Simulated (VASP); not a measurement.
# C (a cell with a defect) in VASP: relaxation of the atoms with PBE

Aim: the relaxation of the atoms of C (a cell with a defect) with PBE.

Everything below comes from runs of VASP 6.6.1. Logs are shortened: lines on timing, memory, paths and dates and some standing lists are left out, and cuts for length are marked.

## (1) Starting point

The cell holds a defect, 63 atoms: a = 7.144 Å, b = 7.144 Å, c = 7.144 Å, α = 90.00°, β = 90.00°, γ = 90.00°.

The cell was built by a generator and needn't be a form met in nature.

## (2) Relaxation of the atoms, PBE, collinear spin, ferromagnetic start

INCAR

```
SYSTEM = C
PREC = Accurate
ENCUT = 450
EDIFF = 1E-7
ISMEAR = -1
SIGMA = 0.05
LREAL = .FALSE.
LASPH = .TRUE.
NELM = 60
ALGO = Fast
ISIF = 2
LWAVE = .FALSE.
LCHARG = .FALSE.
ISPIN = 2
MAGMOM = 0.5 0.5 0.5 0.5 0.5 0.5 0.5 0.5 0.5 0.5 0.5 0.5 0.5 0.5 0.5 0.5 0.5 0.5 0.5 0.5 0.5 0.5 0.5 0.5 0.5 0.5 0.5 0.5 0.5 0.5 0.5 0.5 0.5 0.5 0.5 0.5 0.5 0.5 0.5 0.5 0.5 0.5 0.5 0.5 0.5 0.5 0.5 0.5 0.5 0.5 0.5 0.5 0.5 0.5 0.5 0.5 0.5 0.5 0.5 0.5 0.5 0.5 0.5
LORBIT = 11
NUPDOWN = 1
GGA = PE
IBRION = 2
NSW = 40
EDIFFG = -0.01
NELECT = 253
```

KPOINTS

```
regular mesh
0
G
  2 2 2
  0 0 0
```

POSCAR

```
C
1.0
    7.1440000000      0.0000000000      0.0000000000
    0.0000000000      7.1440000000      0.0000000000
    0.0000000000      0.0000000000      7.1440000000
C
63
Direct
    0.7500000000      0.2500000000      0.0000000000
    0.7500000000      0.0000000000      0.2500000000
    0.0000000000      0.0000000000      0.0000000000
    0.2500000000      0.2500000000      0.0000000000
    0.5000000000      0.5000000000      0.0000000000
    0.7500000000      0.7500000000      0.0000000000
    0.2500000000      0.0000000000      0.2500000000
    0.5000000000      0.2500000000      0.2500000000
    0.7500000000      0.5000000000      0.2500000000
    0.5000000000      0.0000000000      0.5000000000
    0.7500000000      0.2500000000      0.5000000000
    0.7500000000      0.0000000000      0.7500000000
    0.0000000000      0.5000000000      0.0000000000
    0.2500000000      0.7500000000      0.0000000000
    0.0000000000      0.2500000000      0.2500000000
    0.2500000000      0.5000000000      0.2500000000
    0.5000000000      0.7500000000      0.2500000000
    0.0000000000      0.0000000000      0.5000000000
    0.2500000000      0.2500000000      0.5000000000
    0.5000000000      0.5000000000      0.5000000000
    0.7500000000      0.7500000000      0.5000000000
    0.2500000000      0.0000000000      0.7500000000
    0.5000000000      0.2500000000      0.7500000000
    0.7500000000      0.5000000000      0.7500000000
    0.0000000000      0.7500000000      0.2500000000
    0.0000000000      0.5000000000      0.5000000000
    0.2500000000      0.7500000000      0.5000000000
    0.0000000000      0.2500000000      0.7500000000
    0.2500000000      0.5000000000      0.7500000000
    0.5000000000      0.7500000000      0.7500000000
    0.0000000000      0.7500000000      0.7500000000
    0.6250000000      0.1250000000      0.1250000000
    0.8750000000      0.3750000000      0.1250000000
    0.8750000000      0.1250000000      0.3750000000
    0.1250000000      0.1250000000      0.1250000000
    0.3750000000      0.3750000000      0.1250000000
    0.6250000000      0.6250000000      0.1250000000
    0.8750000000      0.8750000000      0.1250000000
    0.3750000000      0.1250000000      0.3750000000
    0.6250000000      0.3750000000      0.3750000000
    0.8750000000      0.6250000000      0.3750000000
    0.6250000000      0.1250000000      0.6250000000
    0.8750000000      0.3750000000      0.6250000000
    0.8750000000      0.1250000000      0.8750000000
    0.1250000000      0.6250000000      0.1250000000
    0.3750000000      0.8750000000      0.1250000000
    0.1250000000      0.3750000000      0.3750000000
    0.3750000000      0.6250000000      0.3750000000
    0.6250000000      0.8750000000      0.3750000000
    0.1250000000      0.1250000000      0.6250000000
    0.3750000000      0.3750000000      0.6250000000
    0.6250000000      0.6250000000      0.6250000000
    0.8750000000      0.8750000000      0.6250000000
    0.3750000000      0.1250000000      0.8750000000
    0.6250000000      0.3750000000      0.8750000000
    0.8750000000      0.6250000000      0.8750000000
    0.1250000000      0.8750000000      0.3750000000
    0.1250000000      0.6250000000      0.6250000000
    0.3750000000      0.8750000000      0.6250000000
    0.1250000000      0.3750000000      0.8750000000
    0.3750000000      0.6250000000      0.8750000000
    0.6250000000      0.8750000000      0.8750000000
    0.1250000000      0.8750000000      0.8750000000
```

Potentials or basis: VASP PAW PBE potentials, release 64 (C).

Command:

```sh
$ cat potpaw_PBE.64/C/POTCAR > POTCAR
$ mpirun -np 1 vasp_std > vasp.out
```

OUTCAR:

```text
SYSTEM = C
   PREC = Accurate
   ENCUT = 450
   EDIFF = 1E-7
   ISMEAR = -1
   LREAL = .FALSE.
   LASPH = .TRUE.
   NELM = 60
   ISIF = 2
   ISPIN = 2
   LORBIT = 11
   NUPDOWN = 1
   GGA = PE
   IBRION = 2
   NSW = 40
   EDIFFG = -0.01
   NELECT = 253

 ion  position               nearest neighbor table
   1  0.750  0.250  0.000-  32 1.55  33 1.55  44 1.55  55 1.55
   2  0.750  0.000  0.250-  32 1.55  34 1.55  38 1.55  49 1.55
   3  0.000  0.000  0.000-  35 1.55  38 1.55  44 1.55  63 1.55
   4  0.250  0.250  0.000-  35 1.55  36 1.55  54 1.55  60 1.55
   5  0.500  0.500  0.000-  36 1.55  37 1.55  55 1.55  61 1.55
   6  0.750  0.750  0.000-  37 1.55  38 1.55  56 1.55  62 1.55
[... 43 lines left out ...]
  50  0.125  0.125  0.625-  18 1.55  19 1.55  22 1.55  28 1.55
  51  0.375  0.375  0.625-  19 1.55  20 1.55  23 1.55  29 1.55
  52  0.625  0.625  0.625-  20 1.55  21 1.55  24 1.55  30 1.55
  53  0.875  0.875  0.625-  12 1.55  18 1.55  21 1.55  31 1.55
  54  0.375  0.125  0.875-   4 1.55  22 1.55  23 1.55
  55  0.625  0.375  0.875-   1 1.55   5 1.55  23 1.55  24 1.55
  56  0.875  0.625  0.875-   6 1.55  13 1.55  24 1.55  31 1.55
  57  0.125  0.875  0.375-   7 1.55  18 1.55  25 1.55  27 1.55
  58  0.125  0.625  0.625-  26 1.55  27 1.55  29 1.55  31 1.55
  59  0.375  0.875  0.625-  10 1.55  22 1.55  27 1.55  30 1.55
  60  0.125  0.375  0.875-   4 1.55  13 1.55  28 1.55  29 1.55
  61  0.375  0.625  0.875-   5 1.55  14 1.55  29 1.55  30 1.55
  62  0.625  0.875  0.875-   6 1.55  12 1.55  30 1.55
  63  0.125  0.875  0.875-   3 1.55  14 1.55  22 1.55  31 1.55

  LATTYP: Found a simple cubic cell.
 ALAT       =     7.1440000000

  Lattice vectors:

 A1 = (   7.1440000000,   0.0000000000,   0.0000000000)
 A2 = (   0.0000000000,   7.1440000000,   0.0000000000)
 A3 = (   0.0000000000,   0.0000000000,   7.1440000000)

Analysis of symmetry for initial positions (statically):
=====================================================================
 Subroutine PRICEL returns:
 Original cell was already a primitive cell.

 Routine SETGRP: Setting up the symmetry group for a
 simple cubic supercell.

 Subroutine GETGRP returns: Found 24 space group operations
 (whereof  8 operations were pure point group operations)
 out of a pool of 48 trial point group operations.

The static configuration has the point symmetry D_2d.
 The point group associated with its full space group is T_d .

Analysis of symmetry for dynamics (positions and initial velocities):
=====================================================================
 Subroutine PRICEL returns:
 Original cell was already a primitive cell.

 Routine SETGRP: Setting up the symmetry group for a
 simple cubic supercell.

 Subroutine GETGRP returns: Found 24 space group operations
 (whereof  8 operations were pure point group operations)
 out of a pool of 48 trial point group operations.

The dynamic configuration has the point symmetry D_2d.
 The point group associated with its full space group is T_d .

Analysis of structural, dynamic, and magnetic symmetry:
=====================================================================
 Subroutine PRICEL returns:
 Original cell was already a primitive cell.

 Routine SETGRP: Setting up the symmetry group for a
 simple cubic supercell.

 Subroutine GETGRP returns: Found 24 space group operations
 (whereof  8 operations were pure point group operations)
 out of a pool of 48 trial point group operations.

The overall configuration has the point symmetry D_2d.
 The point group associated with its full space group is T_d .

 Subroutine INISYM returns: Found 24 space group operations
 (whereof  8 operations are pure point group operations),
 and found     1 'primitive' translations

----------------------------------------------------------------------------------------

                                     Primitive cell

[... 211 lines left out ...]
     AMIX_MAG =   1.60;   BMIX_MAG =  1.00
  volume/ion in A,a.u.               =       5.79        39.06
  Fermi-wavevector in a.u.,A,eV,Ry     =   1.449351  2.738876 28.580645  2.100618
  Thomas-Fermi vector in A             =   2.567088
   LORBIT       =     11    0 simple, 1 ext, 2 COOP (PROOUT), +10 PAW based schemes
   GGA     = PE    functional components
   LHFCALC =     F    Hartree Fock is set to
   AEXX    =    0.0000 exact exchange contribution
   IVDW    =     0    specifies the selected vdW correction
   LEPSILON=     F    determine dielectric tensor
   LRPA    =     F    only Hartree local field effects (RPA)
 conjugate gradient relaxation of ions
 spin polarized calculation
 RMM-DIIS sequential band-by-band and
  energy-cutoff  :      450.00
  volume of cell :      364.61
 maximum number of plane-waves:      7920
 NGX is ok and might be reduce to    50
   NGX = 25   NGY = 25   NGZ = 25

--------------------------------------- Ionic step        1  -------------------------------------------

 number of electron     252.9999945 magnetization      -0.9555094

 number of electron     252.9999946 magnetization       1.0000011

 Free energy of the ion-electron system (eV)
  ---------------------------------------------------
  ext. energy  EPLUGINS =         0.00000000
  ---------------------------------------------------
  free energy    TOTEN  =      -554.60022579 eV

  energy without entropy =     -554.51637870  energy(sigma->0) =     -554.55830224

------------------------ aborting loop because EDIFF is reached ----------------------------------------

  FORCE on cell =-STRESS in cart. coord.  units (eV):
  Direction    XX          YY          ZZ          XY          YZ          ZX
  --------------------------------------------------------------------------------------
  -------------------------------------------------------------------------------------
  Total       11.2205822     11.2205822     11.2205822     -0.0000000     -0.0000000      0.0000000
  in kB       49.3062119     49.3062119     49.3062119     -0.0000000     -0.0000000      0.0000000
  external PRESSURE =      49.3062119 kB  Pullay stress =       0.0000000 kB
[... 272 lines left out ...]
  FREE ENERGIE OF THE ION-ELECTRON SYSTEM (eV)
  ---------------------------------------------------
  free  energy   TOTEN  =      -555.1206490005 eV

  energy  without entropy=     -555.0341555382  energy(sigma->0) =     -555.07740227

[... ionic steps 4 to 8 ...]

--------------------------------------- Ionic step        9  -------------------------------------------

 number of electron     252.9999968 magnetization       1.0000001

------------------------ aborting loop because EDIFF is reached ----------------------------------------
[... 189 lines left out ...]
--------------------------------------- Ionic step       11  -------------------------------------------

 number of electron     252.9999968 magnetization       1.0000001

 Free energy of the ion-electron system (eV)
  ---------------------------------------------------
  ext. energy  EPLUGINS =         0.00000000
  ---------------------------------------------------
  free energy    TOTEN  =      -555.25377893 eV

  energy without entropy =     -555.16232389  energy(sigma->0) =     -555.20805141

 E-fermi :  11.5361     XC(G=0): -13.1609

 val. band max:       11.2452510688   @ k =   0.5000   0.0000   0.0000
 cond. band min:      11.2252385962   @ k =   0.5000   0.5000   0.5000
 fundamental gap:     -0.0200124726
 Fermi energy:        11.2164961691

 spin component 1

 k-point     1 :       0.0000    0.0000    0.0000
  band No.  band energies     occupation
      1     -12.0054      1.00000
      2      -9.8203      1.00000
      3      -9.8203      1.00000
      4      -9.7684      1.00000
      5      -9.7684      1.00000
      6      -9.7684      1.00000
[... 553 lines left out ...]
    137      15.3506      0.00000
    138      15.3506      0.00000
 Fermi energy:        11.5361145531

 spin component 2

 k-point     1 :       0.0000    0.0000    0.0000
  band No.  band energies     occupation
      1     -11.9922      1.00000
      2      -9.8115      1.00000
      3      -9.8115      1.00000
      4      -9.7516      1.00000
      5      -9.7516      1.00000
      6      -9.7516      1.00000
[... 553 lines left out ...]
    137      15.3661      0.00000
    138      15.3661      0.00000
 [bands above 138 left out]

------------------------ aborting loop because EDIFF is reached ----------------------------------------

  FORCE on cell =-STRESS in cart. coord.  units (eV):
  Direction    XX          YY          ZZ          XY          YZ          ZX
  --------------------------------------------------------------------------------------
  -------------------------------------------------------------------------------------
  Total       14.9041210     14.9041210     14.9041210      0.0000000     -0.0000000     -0.0000000
  in kB       65.4926576     65.4926576     65.4926576      0.0000000     -0.0000000     -0.0000000
  external PRESSURE =      65.4926576 kB  Pullay stress =       0.0000000 kB
[... 78 lines left out ...]
  FREE ENERGIE OF THE ION-ELECTRON SYSTEM (eV)
  ---------------------------------------------------
  free  energy   TOTEN  =      -555.2537789274 eV

  energy  without entropy=     -555.1623238946  energy(sigma->0) =     -555.20805141

 reached required accuracy - stopping structural energy minimisation

 total charge

# of ion       s       p       d       tot
------------------------------------------
    1        0.833   1.750   0.000   2.583
    2        0.833   1.750   0.000   2.583
    3        0.832   1.751   0.000   2.583
    4        0.833   1.750   0.000   2.583
    5        0.832   1.751   0.000   2.583
    6        0.833   1.750   0.000   2.583
[... 55 lines left out ...]
   62        0.847   1.722   0.000   2.569
   63        0.832   1.745   0.000   2.577
--------------------------------------------------
tot         52.539 109.893   0.000 162.432

 magnetization (x)

# of ion       s       p       d       tot
------------------------------------------
    1       -0.001  -0.002   0.000  -0.003
    2       -0.001  -0.002   0.000  -0.003
    3       -0.000  -0.001   0.000  -0.001
    4       -0.001  -0.002   0.000  -0.003
    5       -0.000  -0.001   0.000  -0.001
    6       -0.001  -0.002   0.000  -0.003
[... 55 lines left out ...]
   62        0.014   0.110   0.000   0.125
   63        0.001   0.003   0.000   0.004
--------------------------------------------------
tot          0.071   0.558   0.000   0.630
```

It took 72 min on 1 thread of Intel Xeon Platinum 8559C (Emerald Rapids), shared host; peak memory 0.61 GiB.

What came out:

```
Free energy                                           : -555.2538 eV
Energy gained by relaxing                             : 10.4 meV/atom
Ionic steps                                           : 11
Largest force after relaxing                          : 0.008 eV/Å
Net moment                                            : 1.00 μB per cell
Site moments                                          : C -0.00, +0.01, +0.12, +0.00 μB
Valence electrons inside the program's atomic spheres : C 2.58, 2.60, 2.57
```

Forces in eV/Å, atoms in the order of the input:
```
C    0.003  0.003 -0.002
C    0.003 -0.002  0.003
C    0.000  0.000  0.000
C   -0.003  0.003  0.002
C    0.000  0.000  0.000
C    0.003 -0.003  0.002
C   -0.003  0.002  0.003
C   -0.002  0.003  0.003
C    0.003 -0.004  0.003
C    0.000  0.000  0.000
C    0.003  0.003 -0.004
C    0.003  0.002 -0.003
C    0.000  0.000  0.000
C   -0.003 -0.003 -0.002
C   -0.004  0.003  0.003
C   -0.003  0.004  0.003
C    0.002 -0.003  0.003
C    0.000  0.000  0.000
C   -0.003  0.003  0.004
C    0.000  0.000  0.000
C    0.003 -0.003  0.004
C   -0.003 -0.002 -0.003
C    0.002  0.003 -0.003
C    0.003  0.004 -0.003
C    0.004 -0.003  0.003
C    0.000  0.000  0.000
C   -0.003 -0.003 -0.004
C    0.004  0.003 -0.003
C   -0.003 -0.004 -0.003
C   -0.002 -0.003 -0.003
C   -0.004 -0.003 -0.003
C    0.000  0.000  0.000
C    0.004  0.004 -0.006
C    0.004 -0.006  0.004
C    0.004 -0.002 -0.002
C    0.002 -0.004 -0.002
C   -0.002  0.004 -0.002
C   -0.004  0.002 -0.002
C    0.002 -0.002 -0.004
C   -0.006  0.004  0.004
C    0.005 -0.005  0.005
C   -0.002 -0.002  0.004
C    0.005  0.005 -0.005
C   -0.004 -0.002  0.002
C   -0.004 -0.004 -0.006
C    0.000  0.000  0.000
C   -0.005  0.005  0.005
C    0.006 -0.004  0.004
C   -0.002  0.002 -0.004
C   -0.004 -0.006 -0.004
C    0.006  0.004 -0.004
C   -0.006 -0.004 -0.004
C    0.004  0.006 -0.004
C    0.000  0.000  0.000
C   -0.002 -0.004  0.002
C    0.004 -0.004  0.006
C   -0.004  0.006  0.004
C   -0.005 -0.005 -0.005
C    0.002  0.002  0.004
C   -0.004  0.004  0.006
C    0.002  0.004  0.002
C    0.000  0.000  0.000
C    0.004  0.002  0.002
```

Step by step:
```tsv
step	energy change (eV)	largest force (eV/Å)	pressure (GPa)
1	0.0000	2.3908	4.93
2	-0.1292	1.7977	7.01
3	-0.5204	0.6977	5.79
4	-0.6039	0.4074	6.66
5	-0.6297	0.2014	6.35
6	-0.6418	0.2547	6.61
7	-0.6501	0.1260	6.50
8	-0.6526	0.1146	6.56
9	-0.6533	0.0372	6.54
10	-0.6535	0.0111	6.55
11	-0.6536	0.0079	6.55
```

Caveat: the k mesh is coarse (spacing up to 0.44 Å⁻¹), so the values aren't converged; the cell is charged against a uniform background, so pressure and absolute levels hang on convention; the cutoff is under 1.25 times the usual one of these potentials, so pressure, stress and relaxed cells hold a basis-set (Pulay) error; the moment is held away from its start; the total moment is fixed, so each spin has its own Fermi level.
